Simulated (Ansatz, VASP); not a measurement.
## Two plane-wave programs on MgI2

File INCAR:

```
PREC = Accurate ; ENCUT = 520
EDIFF = 1E-6 ; ISMEAR = 0
SIGMA = 0.05 ; LREAL = False
LASPH = True ; NELM = 100
ALGO = Normal ; ISIF = 2
LWAVE = False ; LCHARG = False
GGA = PE ; NBANDS = 15
```

File KPOINTS:

```
Automatic mesh
0
Gamma
  6 6 4
```

Contents of POSCAR:

```
MgI2
1.0
    4.0918639477      0.0000000000      0.0000000000
   -2.0459319739      3.5436581276      0.0000000000
    0.0000000000      0.0000000000      7.5975677033
Mg I
1 2
Direct
    0.0000000000      0.0000000000      0.0000000000
    0.3333333333      0.6666666667      0.7897071656
    0.6666666667      0.3333333333      0.2102928344
```

Input for Ansatz:

```yaml
crystal:
  lattice:
    - [4.0918639477, 0.0, 0.0]
    - [-2.0459319739, 3.5436581276, 0.0]
    - [0.0, 0.0, 7.5975677033]
  atoms:
    - { symbol: Mg, position: [0.0, 0.0, 0.0] }
    - { symbol: I, position: [0.3333333333, 0.6666666667, 0.7897071656] }
    - { symbol: I, position: [0.6666666667, 0.3333333333, 0.2102928344] }
basis:
  ecutwfc: 520.0
kpoints:
  mp_grid: { grid: [6, 6, 4] }
hamiltonian:
  xc: pbe
scf:
  occupations: { method: gaussian, width: 0.05 }
output:
  forces: true
  stress: true
  eigenvalues: true
```

Alike in both runs: task single point; functional PBE; k mesh 6 × 6 × 4; occupations gaussian, width 0.05 eV; no spin polarisation.

|  | VASP | Ansatz |
| --- | --- | --- |
| version | VASP 6.6.1 | Ansatz 0.2.0 |
| potentials or method | VASP PAW PBE potentials, release 64 (Mg, I) | scalar-relativistic, plane waves, PAW |
| plane-wave cutoff (eV) | 520 | 520 |
| valence electrons in the cell | 16 | 44 |

Ansatz gave:

- gap on the k mesh at the Fermi level (eV): 3.74
- least direct gap on the mesh (eV): 4.10
- pressure (GPa): 3.0
- rms of the force components (eV/Å): 0.299

**Question.** Which values does VASP return?

**Answer.** gap on the k mesh at the Fermi level (eV): 3.73; least direct gap on the mesh (eV): 4.09; pressure (GPa): 2.9; rms of the force components (eV/Å): 0.295.

Atom by atom the forces differ by 0.004 eV/Å (rms over components). The two sets of potentials don't hold the same shells in valence.

Caveats: spin-orbit coupling is left out, which moves the levels of the heavy elements; this functional lacks dispersion, which binds the layers, so the pressure and a relaxed spacing across them are unreliable. A k mesh can miss the band edges.
